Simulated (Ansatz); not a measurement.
Crystal: Re.

```xyz
2
Lattice="2.7608 0.0000 0.0000 -1.3804 2.3909 0.0000 0.0000 0.0000 4.4582" Properties=species:S:1:pos:R:3 pbc="T T T"
Re    1.3804    0.7970    3.3436
Re    0.0000    1.5939    1.1145
```

Program: Ansatz 0.2.0. Alike in all runs: potentials or basis Ansatz PAW; no spin polarisation; cell as given; k mesh 11 × 11 × 6.

**Question.** Order these runs on this cell by their pressure, lowest first.
A. level BLYP; cutoff (eV) 420; smearing fermi-dirac 0.05 eV; points for each segment of the path 14
B. level r2SCAN; cutoff (eV) 500; smearing fermi-dirac 0.05 eV; points for each segment of the path 14
C. level RPBE; cutoff (eV) 420; smearing fermi-dirac 0.05 eV; points for each segment of the path 14
D. level PBE; cutoff (eV) 420; smearing gaussian 0.011 eV
E. level PBEsol; cutoff (eV) 420; smearing fermi-dirac 0.05 eV; points for each segment of the path 14

**Answer.** E (-4.2 GPa), B (-0.4 GPa), D (5.8 GPa), C (9.9 GPa), A (19.6 GPa).

Caveats: the PAW data sets come from PBE, with cores solved anew for the run's functional, which leaves a small shift of forces and pressure (some runs); so large a pressure means that the cell lies far from this level's equilibrium, or that cutoff or potentials fall short (some runs).
